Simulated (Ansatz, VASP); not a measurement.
Os in VASP and in Ansatz

```
Os
1.0
     2.73410    0.00000    0.00000
    -1.36705    2.36780    0.00000
     0.00000    0.00000    4.31970
Os
2
Direct
  0.66667 0.33333 0.75000
  0.33333 0.66667 0.25000
```

Alike in both runs: task single point; functional PBE; k mesh 11 × 11 × 6; occupations gaussian, width 0.016 eV; no spin polarisation.

|  | VASP | Ansatz |
| --- | --- | --- |
| version | VASP 6.6.1 | Ansatz 0.2.0 |
| potentials or method | VASP PAW PBE potentials, release 64 (Os) | Ansatz PAW |
| plane-wave cutoff (eV) | 520 | 420 |
| valence electrons in the cell | 16 | 32 |

```csv
,VASP,Ansatz,Ansatz less VASP
gap on the k mesh at the Fermi level (eV),none,none,-
pressure (GPa),8.8,8.8,-0.03
largest component of the traceless stress (GPa),0.19,0.23,+0.042
```

A gap of «none» marks a metal or a gap that the smearing closes. The two sets of potentials don't hold the same shells in valence.

The runs have no spin-orbit coupling, so splittings on Os are missing.
